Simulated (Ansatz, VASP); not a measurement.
# One calculation of AgCl, two programs

Contents of INCAR:

```
SYSTEM = AgCl
  PREC = Accurate
  ENCUT = 520
  EDIFF = 1E-8
  ISMEAR = -1
  SIGMA = 0.01
  LREAL = .FALSE.
  LASPH = .TRUE.
  NELM = 100
  ALGO = Normal
  ISIF = 2
  LWAVE = .FALSE.
  LCHARG = .FALSE.
  GGA = PS
  LEFG = .TRUE.
  NBANDS = 16
```

The input KPOINTS:

```
Automatic mesh
0
G
  9 9 9
  0 0 0
```

File POSCAR:

```
AgCl
1.0
    0.0000000000      2.7545376942      2.7545376942
    2.7545376942      0.0000000000      2.7545376942
    2.7545376942      2.7545376942      0.0000000000
Ag Cl
1 1
Direct
    0.5000000000      0.5000000000      0.5000000000
    0.0000000000      0.0000000000      0.0000000000
```

Input for Ansatz:

```yaml
crystal:
  lattice:
    - [0.0, 2.7545376942, 2.7545376942]
    - [2.7545376942, 0.0, 2.7545376942]
    - [2.7545376942, 2.7545376942, 0.0]
  atoms:
    - { symbol: Ag, position: [0.5, 0.5, 0.5] }
    - { symbol: Cl, position: [0.0, 0.0, 0.0] }
kpoints:
  mp_grid: { grid: [9, 9, 9] }
scf:
  occupations: { method: fermi_dirac, width: 0.01 }
hamiltonian:
  xc: pbesol
  pseudopotentials: { kind: paw }
output:
  forces: true
  stress: true
  eigenvalues: true
  efg: { contact_densities: true }
```

Change from the starting cell: volume scaled by 0.98, PAW files.

Alike in both runs: task electric field gradients; functional PBEsol; k mesh 9 × 9 × 9; occupations fermi-dirac, width 0.01 eV; no spin polarisation.

|  | VASP | Ansatz |
| --- | --- | --- |
| version | VASP 6.6.1 | Ansatz 0.2.0 |
| potentials or method | VASP PAW PBE potentials, release 64 (Ag, Cl) | PAW with Ansatz's default frozen-core files, scalar-relativistic |
| plane-wave cutoff (eV) | 520 | 420 |
| valence electrons in the cell | 18 | 26 |

Ansatz gave:

* gap on the k mesh at the Fermi level (eV): 0.78
* pressure (GPa): -1.7
* Vzz of the field gradient on the site that differs most (V/Å²): 0.0

Question: Estimate VASP's values.

Answer: gap on the k mesh at the Fermi level (eV): 0.77; pressure (GPa): -1.8; Vzz of the field gradient on the site that differs most (V/Å²): 0.0.

With one functional, cell and mesh, what is left measures potentials, basis and numerics. The two sets of potentials don't hold the same shells in valence. Ansatz warned: «gradients_without_spin_orbit».

Caveats: the PAW data sets were made with another functional, which shifts forces and pressure a little (VASP); an odd mesh through Γ misses points on the zone boundary, where band edges often lie.
